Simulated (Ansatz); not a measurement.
Crystal: W2C.

```xyz
3
Lattice="3.0700 0.0000 0.0000 -1.5350 2.6587 0.0000 0.0000 0.0000 4.6784" Properties=species:S:1:pos:R:3 pbc="T T T"
W     1.5350    0.8862    1.1868
W     0.0000    1.7725    3.4917
C     0.0000    0.0000    0.0000
```

The cell comes from a database or a generator and needn't be the stable form of this composition.

Program: Ansatz 0.2.0. Alike in all runs: task single point; level HSE06 form with a typed share of exact exchange; potentials or basis Ansatz PAW; no spin polarisation; cell as given; k mesh 5 × 5 × 3; cutoff (eV) 420; smearing fermi-dirac 0.05 eV; the mesh is coarse, so values aren't converged.

Q: Order these runs on this cell by their pressure, lowest first.
A. share of exact exchange 0.3
B. share of exact exchange 0.5
C. share of exact exchange 0.25
D. share of exact exchange 0.4

A: B (-18.5 GPa), D (-15.2 GPa), A (-11.9 GPa), C (-10.2 GPa).

Caveats: all runs use coarse meshes; the PAW data sets come from PBE, with cores solved anew for the run's functional, which leaves a small shift of forces and pressure; the thresholds are loose for stress.
